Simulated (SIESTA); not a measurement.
**W in SIESTA: the effect of basis**

W:

```
W
1.0
     0.00000    2.03000    2.03000
     2.03000    0.00000    2.03000
     2.03000    2.03000    0.00000
W
1
Direct
  0.00000 0.00000 0.00000
```

This isn't the form of W at room conditions, which is bcc.

Alike in all runs:

* Program: SIESTA 5.4.2
* Task: band structure
* Functional: PBEsol
* Potentials or basis: PseudoDojo 0.4 standard (PBEsol files)
* Grid cutoff: 800 Ry
* Energy shift: 0.003 Ry
* k mesh: 11 × 11 × 11
* Occupations: fermi-dirac, width 0.05 eV
* Spin: no spin polarisation

```tsv
basis	pressure (GPa)
SZ	-24.9
SZP	-6.6
DZ	?
DZP	-9.8
TZP	-10.1
TZDP	-10.1
```

Task: What does the run with basis DZ give?

Result: Pressure -11.3 GPa.

Caveats: short orbitals over semicore shells can move pressures by several GPa; the basis of atomic orbitals isn't converged, which shifts pressures, moduli and gaps; the basis has no polarisation orbitals (some runs).
